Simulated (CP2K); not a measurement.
Runs of CP2K 2026.2 on GaSb. It takes space group F-43m (No. 216, cubic). Conventional cell: a = 6.118 Å, b = 6.118 Å, c = 6.118 Å, α = 90.00°, β = 90.00°, γ = 90.00°. Sb (site symmetry -43m) is surrounded by 4 Ga at 2.65 Å. Around Ga (site symmetry -43m) lie 4 Sb at 2.65 Å. 

```csv
task,level,potentials or basis,smearing,EPS_DEFAULT,NGRIDS,points a segment of the path (NPOINTS),bands added on the path,CUTOFF of the grids,gap on the mesh (eV),pressure (GPa)
band structure,PBEsol,"GTH_POTENTIALS Sb GTH-PBE-q5, Ga GTH-PBE-q13; DZVP-MOLOPT-SR-GTH basis",fermi-dirac 0.05 eV,1.0E-9,5,6,2,450 Ry,none,1.2
band structure,r2SCAN,"POTENTIAL_UZH Sb GTH-SCAN-q5, Ga GTH-SCAN-q13; TZVP-MOLOPT-SCAN-GTH basis",fermi-dirac 0.0259 eV,1.0E-9,5,8,6,675 Ry,0.38,-0.3
atomic charges,PBE,"GTH_POTENTIALS Sb GTH-PBE-q5, Ga GTH-PBE-q13; DZVP-MOLOPT-SR-GTH basis",fermi-dirac 0.05 eV,1.0E-9,4,-,-,450 Ry,none,2.9
single point,RPBE+D3(BJ)+ATM,"POTENTIAL_UZH Sb GTH-PBE-q5, Ga GTH-PBE-q13; TZVP-MOLOPT-PBE-GTH basis",fermi-dirac 0.05 eV,1.0E-9,4,-,-,450 Ry,0.16,(a)
band structure,PBEsol,"POTENTIAL_UZH Sb GTH-PBE-q5, Ga GTH-PBE-q13; TZVP-MOLOPT-PBE-GTH basis",fermi-dirac 0.0259 eV,1.0E-9,4,10,2,450 Ry,none,1.3
band structure,r2SCAN,"POTENTIAL_UZH Sb GTH-SCAN-q5, Ga GTH-SCAN-q13; TZVP-MOLOPT-SCAN-GTH basis",fermi-dirac 0.05 eV,1.0E-10,4,6,4,675 Ry,0.38,-0.3
band structure,PBEsol,"POTENTIAL_UZH Sb GTH-PBE-q5, Ga GTH-PBE-q13; TZVP-MOLOPT-PBE-GTH basis",fermi-dirac 0.05 eV,1.0E-9,5,6,4,450 Ry,none,1.3
single point,PBE,"POTENTIAL_UZH Sb GTH-PBE-q5, Ga GTH-PBE-q13; TZVP-MOLOPT-PBE-GTH basis",fermi-dirac 0.05 eV,1.0E-10,4,-,-,450 Ry,0.08,2.9
single point,RPBE+D3(BJ),"POTENTIAL_UZH Sb GTH-PBE-q5, Ga GTH-PBE-q13; TZVP-MOLOPT-PBE-GTH basis",fermi-dirac 0.05 eV,1.0E-9,4,-,-,450 Ry,0.16,(b)
band structure,BLYP,"POTENTIAL_UZH Sb GTH-PBE-q5, Ga GTH-PBE-q13; TZVP-MOLOPT-PBE-GTH basis",fermi-dirac 0.05 eV,1.0E-9,4,8,6,675 Ry,none,5.6
band structure,PBEsol,"POTENTIAL_UZH Sb GTH-PBE-q5, Ga GTH-PBE-q13; TZVP-MOLOPT-PBE-GTH basis",fermi-dirac 0.05 eV,1.0E-9,4,8,6,675 Ry,none,1.3
```

Alike in all rows: no spin polarisation; cell as given; k mesh 8 × 8 × 8.

**Question.** Fill in the values left out.

**Answer.** (a) -5.6; (b) -5.7.

Caveats: the basis of atomic orbitals isn't converged, which shifts pressures, moduli and gaps; the potentials were made for another functional, which shifts forces and pressure (some runs); spin-orbit coupling is left out, which moves the levels of the heavy elements (some runs).

A k mesh can miss the band edges, and the runs leave out spin-orbit coupling on Ga, Sb.

A gap of «none» marks a metal or a gap under the smearing width.

Not every run made on this cell is shown here.
